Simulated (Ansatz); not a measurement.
The system is TiB2.

```xyz
3
Lattice="3.0292 0.0000 0.0000 -1.5146 2.6234 0.0000 0.0000 0.0000 3.2284" Properties=species:S:1:pos:R:3 pbc="T T T"
Ti    0.0000    0.0000    0.0000
B     1.5146    0.8745    1.6142
B     0.0000    1.7489    1.6142
```

- Program: Ansatz 0.2.0
- Task: relaxation of cell and atoms
- Functional: PBEsol
- Potentials or basis: Ansatz PAW
- Cutoff: 420 eV (not typed: the program's choice for these potentials)
- k mesh: 10 × 10 × 8
- Occupations: fermi-dirac, width 0.05 eV
- Spin: no spin polarisation

At the start: volume 8.55 Å³/atom.

Q: Where does the relaxation end?

A: It ends after 5 steps and the volume is 8.38 Å³/atom (-2.0 %); space group P6/mmm (No. 191, to 0.05 Å).

The path:
| step | energy change (eV) | largest force (eV/Å) | volume (Å³) |
| --- | --- | --- | --- |
| 1 | 0.0000 | 0.0000 | 25.66 |
| 2 | -0.0095 | 0.0000 | 25.22 |
| 3 | -0.0100 | 0.0000 | 25.12 |
| 4 | -0.0100 | 0.0000 | 25.13 |
| 5 | -0.0094 | 0.0000 | 25.13 |

Final structure:
```xyz
3
Lattice="3.0165 0.0000 0.0000 -1.5083 2.6124 0.0000 0.0000 0.0000 3.1891" Properties=species:S:1:pos:R:3 pbc="T T T"
Ti    0.0000    0.0000    0.0000
B     1.5083    0.8708    1.5945
B     0.0000    1.7416    1.5945
```

Caveat: the plane-wave basis is chosen anew once the cell has moved, so the energies of steps on either side of that aren't comparable; the PAW data sets come from PBE, with cores solved anew for the run's functional, which leaves a small shift of forces and pressure.
